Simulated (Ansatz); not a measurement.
## TiCo₂: zone-centre modes under pressure

TiCo₂, Fd-3m, a = 6.561 Å. The structure is a COD entry; whether it is the stable form wasn't checked. Ansatz: PBEsol, PAW, 420 eV, Γ-centred 10×10×10 mesh on 6 atoms, Fermi-Dirac smearing 0.15 eV; no spin polarisation. Cell and atoms are relaxed at each pressure with the symmetry kept; optical modes at Γ by linear response, in cm⁻¹, matched by rank (the highest 3 distinct ones).

| P (GPa) | V (Å³/atom) | ω1 | ω2 | ω3 |
| --- | --- | --- | --- | --- |
| 0 | 11.770 | 239.3 | 302.7 | 394.3 |
| 2 | 11.669 | 243.0 | 308.2 | 401.4 |
| 6 | 11.480 | ? | ? | ? |

Get each mode's Grüneisen parameter γ = −d ln ω/d ln V from the other rows and predict the missing frequencies.

ln(V/V0) = 0.0000, -0.0086, -0.0249; a line through ln(ω/ω0) of the 2 known rows gives ω1: γ = 1.784, predicted 250.2, computed 250.0; ω2: γ = 2.094, predicted 318.9, computed 318.7; ω3: γ = 2.075, predicted 415.2, computed 415.0. The worst miss is 0.1 %, or 2 % of the shift under pressure, so a constant γ serves at that level. In a metal these frequencies hang on the mesh and smearing.

Spin polarisation was left out, and a magnetic state may lie lower.